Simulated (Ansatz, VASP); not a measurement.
# Hf in VASP and in Ansatz

The input INCAR:

```
SYSTEM = Hf
PREC     = Accurate       ! precision mode
ENCUT    = 520            ! plane-wave cutoff, eV
EDIFF    = 1E-6           ! SCF threshold, eV
ISMEAR   = -1             ! smearing method
SIGMA    = 0.05           ! smearing width, eV
LREAL    = .FALSE.        ! projectors in reciprocal space
LASPH    = .TRUE.         ! aspherical terms in the spheres
NELM     = 80             ! most SCF steps
ALGO     = Normal         ! electronic algorithm
ISIF     = 2              ! what is computed and relaxed
LWAVE    = .FALSE.        ! write WAVECAR
LCHARG   = .FALSE.        ! write CHGCAR
GGA      = PS             ! functional
NBANDS   = 17             ! bands
```

The input KPOINTS:

```
regular mesh
0
G
  13 13 7
  0 0 0
```

File POSCAR:

```
Hf
1.0
    3.2286655094      0.0000000000      0.0000000000
   -1.6143327547      2.7961063515      0.0000000000
    0.0000000000      0.0000000000      5.0578000000
Hf
2
Direct
    0.3333333333      0.6666666667      0.2500000000
    0.6666666667      0.3333333333      0.7500000000
```

Input for Ansatz:

```yaml
crystal:
  lattice:
    - [3.2286655094, 0.0, 0.0]
    - [-1.6143327547, 2.7961063515, 0.0]
    - [0.0, 0.0, 5.0578]
  atoms:
    - { symbol: Hf, position: [0.3333333333, 0.6666666667, 0.25] }
    - { symbol: Hf, position: [0.6666666667, 0.3333333333, 0.75] }
kpoints:
  mp_grid: { grid: [13, 13, 7] }
  band_path:
    path:
      - [0.0, 0.0, 0.0]
      - [0.5, 0.0, 0.0]
      - [0.3333333333, 0.3333333333, 0.0]
      - [0.0, 0.0, 0.0]
      - [0.0, 0.0, 0.5]
      - [0.5, 0.0, 0.5]
      - [0.3333333333, 0.3333333333, 0.5]
      - [0.0, 0.0, 0.5]
      - [0.5, 0.0, 0.5]
    npoints: 5
scf:
  occupations: { method: fermi_dirac, width: 0.05 }
hamiltonian:
  xc: pbesol
  pseudopotentials: { kind: all_electron, lapw: { basis_error: 0.0005 } }
output:
  forces: true
  stress: true
  eigenvalues: true
```

Change from the starting cell: equal xx and yy strain of +1 %.

Alike in both runs: task single point; functional PBEsol; k mesh 13 × 13 × 7; occupations fermi-dirac, width 0.05 eV; no spin polarisation.

```csv
,VASP,Ansatz
version,VASP 6.6.1,Ansatz 0.2.0
potentials or method,"VASP PAW PBE potentials, release 64 (Hf_pv)","all-electron LAPW, scalar-relativistic"
plane-wave cutoff (eV),520,see its input
```

VASP gave:

| Item | Value |
| --- | --- |
| pressure (GPa) | -6.0 |
| largest component of the traceless stress (GPa) | 0.51 |

Task: Which values does Ansatz return?

Result: Pressure (GPa): -5.6; largest component of the traceless stress (GPa): 0.58.

Ansatz ran all-electron here, so the differences hold the error of VASP's frozen core and of both bases.

Caveats: the PAW data sets were made with another functional, which shifts forces and pressure a little (VASP). The runs have no spin-orbit coupling, so splittings on Hf are missing.
